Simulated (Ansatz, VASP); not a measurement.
GaSb: VASP beside Ansatz

```
Ga Sb
1.0
     0.00000    3.05565    3.05565
     3.05565    0.00000    3.05565
     3.05565    3.05565    0.00000
Ga Sb
1 1
Direct
  0.00000 0.00000 0.00000
  0.75000 0.75000 0.75000
```

Alike in both runs: functional PBEsol; k mesh 12 × 12 × 12; occupations fermi-dirac, width 0.05 eV; no spin polarisation.

Ansatz relaxed the structure, and its values are those at the end. VASP's run is a single point on that final structure, the one shown.

```csv
,VASP,Ansatz
version,VASP 6.6.1,Ansatz 0.2.0
potentials or method,"VASP PAW PBE potentials, release 64 (Ga_d, Sb)","PAW with Ansatz's default frozen-core files, scalar-relativistic"
plane-wave cutoff (eV),520,420
valence electrons in the cell,18,28
```

Ansatz gave:

```
pressure (GPa) : 0.0
```

Question: Estimate VASP's values.

Answer: Pressure (GPa): 0.1.

The two sets of potentials don't hold the same shells in valence.

Caveats: the PAW data sets were made with another functional, which shifts forces and pressure a little (VASP). Spin-orbit coupling is left out, which matters for the levels of Sb.
